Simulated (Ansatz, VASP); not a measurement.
# One calculation of KCl, two programs

Contents of INCAR:

```
SYSTEM = KCl
ALGO = Normal ; EDIFF = 1E-6
ENCUT = 520 ; GGA = PE
ISIF = 2 ; ISMEAR = 0
LASPH = .True. ; LCHARG = .False.
LREAL = .False. ; LWAVE = .False.
NBANDS = 15 ; NELM = 60
PREC = Accurate ; SIGMA = 0.02
```

KPOINTS

```
k-points
0
Gamma
  6 6 6
  0 0 0
```

The input POSCAR:

```
KCl
1.0
    0.0000000000      3.1569653981      3.1569653981
    3.1569653981      0.0000000000      3.1569653981
    3.1569653981      3.1569653981      0.0000000000
K Cl
1 1
Direct
    0.0000000000      0.0000000000      0.0000000000
    0.5000000000      0.5000000000      0.5000000000
```

Input for Ansatz:

```yaml
crystal:
  lattice:
    - [0.0, 3.1569653981, 3.1569653981]
    - [3.1569653981, 0.0, 3.1569653981]
    - [3.1569653981, 3.1569653981, 0.0]
  atoms:
    - { symbol: K, position: [0.0, 0.0, 0.0] }
    - { symbol: Cl, position: [0.5, 0.5, 0.5] }
basis:
  ecutwfc: 420
kpoints:
  mp_grid: { grid: [6, 6, 6] }
hamiltonian:
  xc: pbe
scf:
  occupations: { method: gaussian, width: 0.02 }
output:
  forces: true
  stress: true
  eigenvalues: true
```

Alike in both runs: task single point; functional PBE; k mesh 6 × 6 × 6; occupations gaussian, width 0.02 eV; no spin polarisation.

```csv
,VASP,Ansatz
version,VASP 6.6.1,Ansatz 0.2.0
potentials or method,"VASP PAW PBE potentials, release 64 (K_sv, Cl)","scalar-relativistic, plane waves, PAW"
plane-wave cutoff (eV),520,420
valence electrons in the cell,16,16
```

|  | VASP | Ansatz | Ansatz less VASP |
| --- | --- | --- | --- |
| gap on the k mesh at the Fermi level (eV) | 5.15 | 5.15 | +0.002 |
| least direct gap on the mesh (eV) | 5.15 | 5.15 | +0.002 |
| pressure (GPa) | 0.6 | 0.6 | -0.02 |

Expect the measured gap to be larger: semilocal functionals such as PBE lack the derivative discontinuity.
